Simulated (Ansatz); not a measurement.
`C=C(C)C(=O)OC` + `BN` → `BNC(=C)C` + `COC=O`  (substitution at a C–C bond)

Calculated with Ansatz (gas phase, PBE0-D4/def2-TZVP geometries, no zero-point term in ΔE). CCSD(T)/CBS adds triple-zeta CCSD(T) − MP2 to the extrapolated MP2 energy (def2 sets, frozen cores). This one scheme is used for every species. DFT in def2-TZVPP. B3LYP here is the variant with VWN-RPA as its local correlation; programs differ in this. Each species was taken in one conformer, which may not be the lowest.

`C=C(C)C(=O)OC`:

Cartesian coordinates in Å:
```
C 2.196 -0.685 -0.114
C 1.044 -0.050 -0.311
C 0.860 1.063 -1.291
C -0.120 -0.494 0.507
O -0.104 -1.371 1.331
O -1.222 0.214 0.216
C -2.383 -0.146 0.954
H 3.087 -0.420 -0.672
H 2.260 -1.485 0.613
H 0.095 0.815 -2.030
H 0.527 1.976 -0.792
H 1.795 1.271 -1.813
H -2.644 -1.190 0.773
H -3.175 0.512 0.604
H -2.216 -0.009 2.023
```

`BN`:

Z-matrix (Å, degrees):
```
B
N 1 1.385
H 1 1.197 2 119.0
H 1 1.197 2 119.0 3 -180.0
H 2 1.006 1 123.2 3 -0.0
H 2 1.006 1 123.2 3 180.0
```

`BNC(=C)C`:

Cartesian coordinates in Å:
```
B 1.097 -1.364 -1.016
N 0.318 -0.207 -1.017
C -0.313 0.453 0.045
C -1.025 1.560 -0.170
C -0.144 -0.146 1.399
H 1.532 -1.736 -2.066
H 1.313 -1.950 0.000
H 0.162 0.255 -1.902
H -1.136 1.981 -1.164
H -1.513 2.072 0.647
H -0.673 0.450 2.140
H -0.530 -1.169 1.427
H 0.912 -0.199 1.676
```

`COC=O`:

```xyz
8

C     0.353   -0.825    0.499
O    -0.774   -0.182   -0.095
C    -0.529    1.009   -0.634
O     0.531    1.562   -0.656
H     0.760   -0.214    1.306
H    -0.015   -1.772    0.886
H     1.133   -0.992   -0.245
H    -1.459    1.413   -1.060
```

| level | ΔE (kJ/mol) | difference from CCSD(T)/CBS |
| --- | --- | --- |
| PBE-D4 | 26.1 | -6.7 |
| r2SCAN-D4 | 30.7 | -2.1 |
| PBE0-D4 | 29.0 | -3.8 |
| B3LYP-D4 | 29.0 | -3.8 |
| ωB97X-V | 32.7 | -0.1 |
| ωB97M-V | 33.7 | 0.9 |
| B2PLYP | 30.0 | -2.8 |
| PBE | 25.1 | -7.7 |
| r2SCAN | 30.1 | -2.7 |
| PBE0 | 28.0 | -4.8 |
| B3LYP | 27.7 | -5.1 |
| HF/def2-TZVPP | 31.9 | -0.9 |
| MP2/def2-TZVPP | 33.1 | 0.3 |
| SCS-MP2/def2-TZVPP | 32.2 | -0.6 |
| CCSD/def2-TZVPP | 32.4 | -0.4 |
| CCSD(T)/def2-TZVPP | 32.9 | 0.1 |
| HF/def2-QZVPP | 31.3 | -1.5 |
| MP2/def2-QZVPP | 32.8 | 0.0 |
| SCS-MP2/def2-QZVPP | 32.0 | -0.8 |
| HF/CBS(def2) | 31.2 | -1.6 |
| MP2/CBS(def2) | 33.0 | 0.2 |
| CCSD/CBS(def2) | 32.3 | -0.5 |
| CCSD(T)/CBS | 32.8 | 0 |

Largest T1 diagnostic among the species: 0.015.

CCSD(T)/CBS has its own doubt, a few kJ/mol and more with outer-core shells, so smaller differences from it don't rank the levels.
